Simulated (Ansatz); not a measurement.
This log comes from Ansatz, run on BaF₂ on the sites of the fluorite structure (relaxed group Fm-3m). It starts from a guessed cell.

Structure:
```
Ba F
1.0
     0.00000    3.05138    3.05138
     3.05138    0.00000    3.05138
     3.05138    3.05138    0.00000
Ba F
1 2
Direct
  0.00000 0.00000 0.00000
  0.75000 0.75000 0.75000
  0.25000 0.25000 0.25000
```

The output, standing remarks left out:
```
Functional definition: PBE
Crystal: 3 atoms, lattice volume = 56.822 Å³
Basis set: ecut = 420 eV, 1067 PW (Γ)
Bands: 16, of which v1, the nominal top of the filled ones, is band 12 counted from 1 (11 counted from 0)
Symmetry: 48 space group operations
Space group: Fm-3m (ITA 225)
k-points: 16 of 216
preconditioner: auto → none  [insulator: Δε(μ)=7.065 eV  σ=0.020 eV  ℏωp=24.1 eV]
relax step 1: F+E_penalty+E_count = -7572.35604537 eV  P = +4.446 GPa  Ω = 56.822 Å³
relax step 2: F+E_penalty+E_count = -7572.32027354 eV  P = -4.299 GPa  Ω = 64.993 Å³  (rejected)
relax step 3: F+E_penalty+E_count = -7572.39396534 eV  P = -0.292 GPa  Ω = 60.702 Å³
relax step 4: F+E_penalty+E_count = -7572.39482850 eV  P = -0.019 GPa  Ω = 60.447 Å³
relax step 5: F+E_penalty+E_count = -7572.40905236 eV  P = +0.439 GPa  Ω = 60.447 Å³  (SCF on a basis re-selected at this cell)
relax step 6: F+E_penalty+E_count = -7572.40870020 eV  P = +0.064 GPa  Ω = 60.845 Å³
relax step 7: F+E_penalty+E_count = -7572.40854033 eV  P = +0.001 GPa  Ω = 60.914 Å³
relax step 8: F+E_penalty+E_count = -7572.40943996 eV  P = +0.015 GPa  Ω = 60.914 Å³  (SCF on a basis re-selected at this cell)
SCF converged after 5 iterations
Free energy (F): -7572.409440 eV
Fermi energy:    6.321449 eV
--- Per-component energies (eV) ---
  E_band       = -106.626585
  E_kinetic    = 583.088665
  E_local      = -1565.515992
  E_nonlocal   = 203.425477
  E_hartree    = 591.400787
  E_xc         = -329.908727
  E_vxc        = -342.935363
  E_paw        = -5626.504744
  E_vpaw       = -167.495018
  E_ewald      = -1428.399026
--- Stress (GPa, compression-positive) ---
        0.014846       0.000000       0.000000
        0.000000       0.014846       0.000000
        0.000000       0.000000       0.014846
  P = ⅓ Tr σ = 0.0148 GPa (0.148 kbar)
--- Relaxed structure (6 steps of the walk, 5 accepted, 2 SCFs on fresh bases) ---
  F+E_penalty+E_count = -7572.40943996 eV
  cell:  # Å, volume = 60.9139 Å³
    - [0.000000, 3.122929, 3.122929]
    - [3.122929, 0.000000, 3.122929]
    - [3.122929, 3.122929, 0.000000]
  atoms:
    - { symbol: Ba, position: [0.000000, 0.000000, 0.000000] }
    - { symbol: F, position: [0.750000, 0.750000, 0.750000] }
    - { symbol: F, position: [0.250000, 0.250000, 0.250000] }
```

Problem. Which of these blocks stood in the input: relax, gw, phonons, dielectric, magnetization (spin_orbit)?

Solution. relax. The relax steps with a changing cell volume need the relax block with cell.

Problem. Which k mesh was typed?

Solution. 6×6×6, Γ-centred.

Problem. How were the bands filled?

Solution. With smearing of width σ = 0.02 eV (Fermi-Dirac in this run).

Run as `ansatz run input.yaml --threads 2 --pin off --max-ram 20275MiB --backend cpu --events-out ev --progress --plain --runs-dir out`. It took 3.4 s on 2 threads of AMD EPYC 7R13 Processor (Zen 3) (shared host), load about 2.4 per core; peak host memory 0.54 GiB.

No spin polarisation and no zero-point or thermal motion.
